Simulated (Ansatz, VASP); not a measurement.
One calculation of Nb, two programs

INCAR

```
SYSTEM = Nb
ALGO = Normal ; EDIFF = 1E-6
ENCUT = 520 ; GGA = PS
ISIF = 2 ; ISMEAR = -1
LASPH = .True. ; LCHARG = .False.
LREAL = .False. ; LWAVE = .False.
NBANDS = 12 ; NELM = 100
PREC = Accurate ; SIGMA = 0.05
```

The input KPOINTS:

```
k-points
0
Gamma
  6 6 6
  0 0 0
```

The input POSCAR:

```
Nb
1.0
    2.7196400000      0.0000000000      0.0000000000
    0.0000000000      2.7196400000      0.0000000000
    0.0000000000      0.0000000000      2.7196400000
Nb
1
Direct
    0.5000000000      0.5000000000      0.5000000000
```

input.yaml

```yaml
crystal:
  lattice:
    - [2.71964, 0.0, 0.0]
    - [0.0, 2.71964, 0.0]
    - [0.0, 0.0, 2.71964]
  atoms:
    - { symbol: Nb, position: [0.5, 0.5, 0.5] }
hamiltonian:
  xc: pbesol
  pseudopotentials: { kind: paw }
kpoints:
  mp_grid: { grid: [6, 6, 6] }
  band_path:
    path:
      - [[0.0, 0.0, 0.0], [0.0, 0.5, 0.0], [0.5, 0.5, 0.0], [0.0, 0.0, 0.0], [0.5, 0.5, 0.5], [0.0, 0.5, 0.0]]
      - [[0.5, 0.5, 0.0], [0.5, 0.5, 0.5]]
    npoints: 14
scf:
  occupations: { method: fermi_dirac, width: 0.05 }
  n_extra_bands: 6
output:
  forces: true
  stress: true
  eigenvalues: true
  fatbands: false
```

The cell was built by a generator and needn't be a form met in nature.

Alike in both runs: functional PBEsol; k mesh 6 × 6 × 6; occupations fermi-dirac, width 0.05 eV; no spin polarisation.

|  | VASP | Ansatz |
| --- | --- | --- |
| version | VASP 6.6.1 | Ansatz 0.2.0 |
| potentials or method | VASP PAW PBE potentials, release 64 (Nb_sv) | Ansatz PAW |
| plane-wave cutoff (eV) | 520 | 420 |
| valence electrons in the cell | 13 | 13 |
| task | single point | band structure |

```csv
,VASP,Ansatz,Ansatz less VASP
gap on the k mesh at the Fermi level (eV),none,none,-
pressure (GPa),-2.3,-2.1,+0.20
```

A gap of «none» marks a metal or a gap that the smearing closes.

Caveats: the k mesh is coarse (spacing up to 0.39 Å⁻¹), so the values aren't converged; the PAW data sets were made with another functional, which shifts forces and pressure a little (VASP); the PAW data sets come from PBE, with cores solved anew for the run's functional, which leaves a small shift of forces and pressure (Ansatz).
